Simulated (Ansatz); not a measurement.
# TiAl₂ (I4_1/amd) under several functionals

Plane-wave DFT in Ansatz with scalar-relativistic PAW potentials. The same structure was relaxed (cell and atoms, symmetry kept) in separate runs at each level. Whether it is the stable form of this composition wasn't checked. No spin polarisation.

How do the levels LDA, PBE, PBEsol, r2SCAN compare?

```csv
level,cutoff (eV),k mesh,V (Å³/atom),a (Å),c (Å)
LDA,420,12×12×12,15.120,3.897,23.896
PBEsol,420,12×12×12,15.556,3.935,24.107
r2SCAN,500,12×12×12,15.704,3.950,24.153
PBE,420,12×12×12,15.953,3.969,24.308
```

The usual order of volumes, LDA < PBEsol < PBE, holds here (15.120, 15.556, 15.953 Å³/atom). As a rule LDA overbinds; PBEsol, built on the gradient expansion of slowly varying densities, lies between LDA and PBE; PBE's stronger gradient term for exchange weakens bonds. r2SCAN lies 1.6 % under PBE in volume.